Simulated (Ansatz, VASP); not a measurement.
**One calculation of BN, two programs**

Contents of POSCAR:

```
BN
1.0
    0.0000000000      1.7458259068      1.7458259068
    1.7458259068      0.0000000000      1.7458259068
    1.7458259068      1.7458259068      0.0000000000
B N
1 1
Direct
    0.0000000000      0.0000000000      0.0000000000
    0.5000000000      0.5000000000      0.5000000000
```

The input INCAR.step1:

```
PREC = Accurate
ENCUT = 520
ISMEAR = 0
SIGMA = 0.01
LREAL = False
LASPH = True
NELM = 80
NBANDS = 11
GGA = PE
ALGO = Normal
EDIFF = 1E-4
LWAVE = True
LCHARG = False
```

Contents of INCAR.step2:

```
PREC = Accurate
ENCUT = 520
EDIFF = 1E-7
ISMEAR = 0
SIGMA = 0.01
LREAL = False
LASPH = True
NELM = 80
ALGO = Normal
ISIF = 2
LWAVE = False
LCHARG = False
METAGGA = R2SCAN
LMIXTAU = True
NBANDS = 11
ISTART = 1
```

The input KPOINTS:

```
Automatic mesh
0
Gamma
  12 12 12
```

Input for Ansatz:

```yaml
crystal:
  lattice:
    - [0.0, 1.7458259068, 1.7458259068]
    - [1.7458259068, 0.0, 1.7458259068]
    - [1.7458259068, 1.7458259068, 0.0]
  atoms:
    - { symbol: B, position: [0.0, 0.0, 0.0] }
    - { symbol: "N", position: [0.5, 0.5, 0.5] }
kpoints:
  mp_grid: { grid: [12, 12, 12] }
  band_path:
    path:
      - [0.0, 0.0, 0.0]
      - [0.5, 0.0, 0.5]
      - [0.625, 0.25, 0.625]
      - [0.375, 0.375, 0.75]
      - [0.5, 0.5, 0.5]
      - [0.5, 0.25, 0.75]
      - [0.0, 0.166667, -0.167969]
      - [0.0, 0.5, 0.5]
    npoints: 1
hamiltonian:
  xc: r2scan
scf:
  occupations: { method: fixed }
  n_extra_bands: 4
output:
  forces: true
  stress: true
  eigenvalues: true
```

Alike in both runs: task single point; functional r2SCAN; k mesh 12 × 12 × 12; no spin polarisation.

|  | VASP | Ansatz |
| --- | --- | --- |
| version | VASP 6.6.1 | Ansatz 0.2.0 |
| potentials or method | VASP PAW PBE potentials, release 64 (B, N) | plane waves, PAW |
| plane-wave cutoff (eV) | 520 | 500 |
| occupations | gaussian, width 0.01 eV | fixed |
| valence electrons in the cell | 8 | 8 |

|  | VASP | Ansatz | Ansatz less VASP |
| --- | --- | --- | --- |
| gap on the k mesh at the Fermi level (eV) | 1.33 | 1.34 | +0.009 |
| pressure (GPa) | 0.5 | 0.0 | -0.45 |

Caveats: the PAW data sets were made with another functional, which shifts forces and pressure a little (VASP). r2SCAN opens gaps a little over a GGA but as a rule still falls short of measured ones. A k mesh can miss the band edges.
